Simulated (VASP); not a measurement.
# Settings for Sr: density of states at the Fermi level

Sr, Fm-3m (no. 225), 1 atom in the cell. PBE, density of states on a second, denser mesh; PAW potentials Sr_sv (PBE set). VASP 6.6.1.

Wanted: states at the Fermi level within 5 %; Fermi level on the dense mesh within 0.02 eV.

POSCAR:
```
Sr
1.0
    0.0000000000      3.0423500000      3.0423500000
    3.0423500000      0.0000000000      3.0423500000
    3.0423500000      3.0423500000      0.0000000000
Sr
1
Direct
    0.0000000000      0.0000000000      0.0000000000
```

The series start from KSPACING_OPT: 0.14; k mesh: 7 × 7 × 7; Cutoff ENCUT (eV): 400; NEDOS: 3001; KPOINTS_OPT_MODE: 1. Each series keeps the choices made before it, and each single choice may use up half of a tolerance.

## KSPACING_OPT

| KSPACING_OPT | States at the Fermi level (states/eV/atom) | Fermi level on the dense mesh (eV) | Time (s) |
|---|---|---|---|
| 0.4 | 0.1619 | 1.261 | 4.9 |
| 0.28 | 0.348 | 1.554 | 5.9 |
| 0.2 | 0.4893 | 1.468 | 9.0 |
| 0.14 | 1.023 | 1.536 | 9.0 |
| 0.1 | 1.392 | 1.536 | 18 |
| 0.075 | 1.616 | 1.530 | 32 |
| 0.06 (reference) | 1.712 | 1.528 | 63 |

Chosen: 0.06; the next looser run is off by more than half of the tolerance, so convergence isn't shown beyond this value.

## k mesh

| k mesh | States at the Fermi level (states/eV/atom) | Fermi level on the dense mesh (eV) | Time (s) |
|---|---|---|---|
| 3 × 3 × 3 | 1.833 | 1.524 | 51 |
| 4 × 4 × 4 | 1.718 | 1.528 | 55 |
| 6 × 6 × 6 | 1.79 | 1.528 | 56 |
| 7 × 7 × 7 | 1.712 | 1.528 | 63 |
| 9 × 9 × 9 | 1.814 | 1.528 | 53 |
| 11 × 11 × 11 (reference) | 1.795 | 1.528 | 51 |

Chosen: 9 × 9 × 9, the loosest value from which every tighter one stays within half of the tolerance.

## Cutoff ENCUT (eV)

| Cutoff ENCUT (eV) | States at the Fermi level (states/eV/atom) | Fermi level on the dense mesh (eV) | Time (s) |
|---|---|---|---|
| 250 | 1.813 | 1.527 | 28 |
| 300 | 1.826 | 1.527 | 28 |
| 350 | 1.818 | 1.528 | 46 |
| 400 | 1.814 | 1.528 | 53 |
| 500 | 1.804 | 1.528 | 53 |
| 600 | 1.804 | 1.528 | 73 |
| 750 (reference) | 1.804 | 1.528 | 110 |

Chosen: 250.

## NEDOS

| NEDOS | States at the Fermi level (states/eV/atom) | Fermi level on the dense mesh (eV) | Time (s) |
|---|---|---|---|
| 301 | 1.548 | 1.491 | 26 |
| 1001 | 1.889 | 1.517 | 23 |
| 3001 | 1.813 | 1.527 | 28 |
| 9001 (reference) | 1.762 | 1.527 | 23 |

Chosen: 9001; the next looser run is off by more than half of the tolerance, so convergence isn't shown beyond this value.

## KPOINTS_OPT_MODE

| KPOINTS_OPT_MODE | States at the Fermi level (states/eV/atom) | Fermi level on the dense mesh (eV) | Time (s) |
|---|---|---|---|
| 1 | 1.762 | 1.527 | 23 |
| 2 | 1.762 | 1.527 | 109 |

Chosen: 1; no other choice that stays within half of the tolerance saves 30 % of the time.

## All choices together

| Input | States at the Fermi level (states/eV/atom) | Fermi level on the dense mesh (eV) | Time (s) |
|---|---|---|---|
| program defaults, k points 0.5 per Å apart (naive) | 1.183 | 1.591 | 1.8 |
| chosen settings | 1.762 | 1.527 | 23 |
| reference settings throughout | 1.755 | 1.529 | 127 |

The chosen settings stay within the tolerance of the reference run, but the reference itself isn't shown to be converged in: KSPACING_OPT, NEDOS.

## The input

INCAR:
```
SYSTEM = Sr
ALGO     = Normal         ! electronic algorithm
EDIFF    = 1E-6           ! SCF threshold, eV
ENCUT    = 250            ! plane-wave cutoff, eV
GGA      = PE             ! functional
ISMEAR   = -5             ! smearing method
KPAR     = 2            
KPOINTS_OPT_MODE= 1            
KSPACING_OPT= 0.06         
LASPH    = .True.         ! aspherical terms in the spheres
LCHARG   = .False.        ! write CHGCAR
LREAL    = .False.        ! projectors in reciprocal space
LWAVE    = .False.        ! write WAVECAR
NBANDS   = 13             ! bands
NEDOS    = 9001           ! points of the DOS
NELM     = 120            ! most SCF steps
PREC     = Accurate       ! precision mode
SIGMA    = 0.05           ! smearing width, eV
```

KPOINTS:
```
Automatic mesh
0
Gamma
  9 9 9
  0 0 0
```

Commands:
```
cat potpaw_PBE.64/Sr_sv/POTCAR > POTCAR
mpirun -np 2 vasp_std > vasp.out
```

The chosen input took VASP 6.6.1 23 s on 2 cores (Intel Xeon Platinum 8559C (Emerald Rapids)), a shared host.

## An input that fails: no diagonalisation on the second mesh

It runs to its end, but against the unchanged starting input it is off by 58 % in the states at the Fermi level, 12.603 eV in the Fermi level on the dense mesh.

Changes against the starting input:
```
- KPOINTS_OPT_MODE = 1
+ KPOINTS_OPT_MODE = 0
```
